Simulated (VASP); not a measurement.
Write the native input for VASP 6.6.1 that does the following.

| Item | Value |
| --- | --- |
| Task | relaxation of shape and atoms at fixed volume |
| Functional | PBE |
| Dispersion | D3(BJ) |
| Potentials or basis | VASP PAW PBE potentials, release 64 (Zn, O) |
| Cutoff | 600 eV |
| k mesh | 9 × 9 × 5 |
| Occupations | gaussian, width 0.03 eV |
| Spin | no spin polarisation |
| Further INCAR settings | ALGO = Fast; EDIFF = 1e-07; IBRION = 2; EDIFFG = -0.01; NSW = 40; ISIF = 4 |

The structure of ZnO (zincite) lies in POSCAR:

```
ZnO                                     
1.0
    3.2836349144      0.0000000000      0.0000000000
   -1.6418174572      2.8437112527     -0.0000000000
    0.0000000000      0.0000000000      5.2995192325
  Zn              O             
     2     2
Direct
     0.3333333332999970    0.6666666667000030    0.4999425256542325
     0.6666666667000030    0.3333333332999970    0.9999425256542326
     0.6666666667000030    0.3333333332999970    0.3790674743457684
     0.3333333332999970    0.6666666667000030    0.8790674743457684
```

The cell isn't the ideal one: a relaxed cell with its volume scaled by 1.02.

These files were run (other wordings do the same):

INCAR

```
PREC     = Accurate       # precision mode
ENCUT    = 600            # plane-wave cutoff, eV
EDIFF    = 1E-7           # SCF threshold, eV
ISMEAR   = 0              # smearing method
SIGMA    = 0.03           # smearing width, eV
LREAL    = F              # projectors in reciprocal space
LASPH    = T              # aspherical terms in the spheres
NELM     = 80             # most SCF steps
ALGO     = Fast           # electronic algorithm
ISIF     = 4              # what is computed and relaxed
LWAVE    = F              # write WAVECAR
LCHARG   = F              # write CHGCAR
GGA      = PE             # functional
IVDW     = 12             # dispersion correction
IBRION   = 2              # ionic algorithm
NSW      = 40             # ionic steps
EDIFFG   = -0.01          # ionic threshold
```

KPOINTS

```
regular mesh
0
Gamma
  9 9 5
```

Potentials or basis: VASP PAW PBE potentials, release 64 (Zn, O).

The run is started by

```console
$ cat potpaw_PBE.64/Zn/POTCAR potpaw_PBE.64/O/POTCAR > POTCAR
$ mpirun -np 1 vasp_std > vasp.out
```

Results of the run:

| Item | Value |
| --- | --- |
| Pressure after relaxing | -2.6 GPa |
| Band gap on the k mesh | 0.72 eV, direct |
| Dispersion energy per atom | -0.216 eV |

Caveat: the relaxation stopped at its first step, so nothing moved.

Run time: 78 s on 1 thread of Intel(R) Xeon(R) Platinum 8559C (Emerald Rapids), with other jobs on the host, peak memory 0.2 GiB.
